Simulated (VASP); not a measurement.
BAs, 2 atoms in the cell. The structure is cubic, space group F-43m (No. 216). Conventional cell: a = 4.901 Å, b = 4.901 Å, c = 4.901 Å, α = 90.00°, β = 90.00°, γ = 90.00°. As (site symmetry -43m) is surrounded by 4 B at 2.12 Å. Around B (site symmetry -43m) lie 4 As at 2.12 Å.  The cell isn't the ideal one: volume scaled by 1.08.

* Program: VASP 6.6.1
* Task: chemical shielding
* Functional: BEEF-vdW
* Potentials or basis: VASP PAW PBE potentials, release 64 (As, B)
* Cutoff: 450 eV
* k mesh: 10 × 10 × 10
* Occupations: gaussian, width 0.01 eV
* Spin: no spin polarisation
* Further INCAR settings: ALGO = Normal; EDIFF = 1e-08; ISYM = 1

Potentials or basis: VASP PAW PBE potentials, release 64 (As, B).

Launch:

```console
$ cat potpaw_PBE.64/As/POTCAR potpaw_PBE.64/B/POTCAR > POTCAR
$ mpirun -np 1 vasp_std > vasp.out
```

Hardware: 1 thread of AMD EPYC 9R45 (Zen 5) (shared host).

Q: Estimate the wall time of this run.

A: Run time: 2.7 min on 1 thread of AMD EPYC 9R45 (Zen 5), with other jobs on the host, peak memory 0.23 GiB. Counts: scf iterations 259, k points 47.
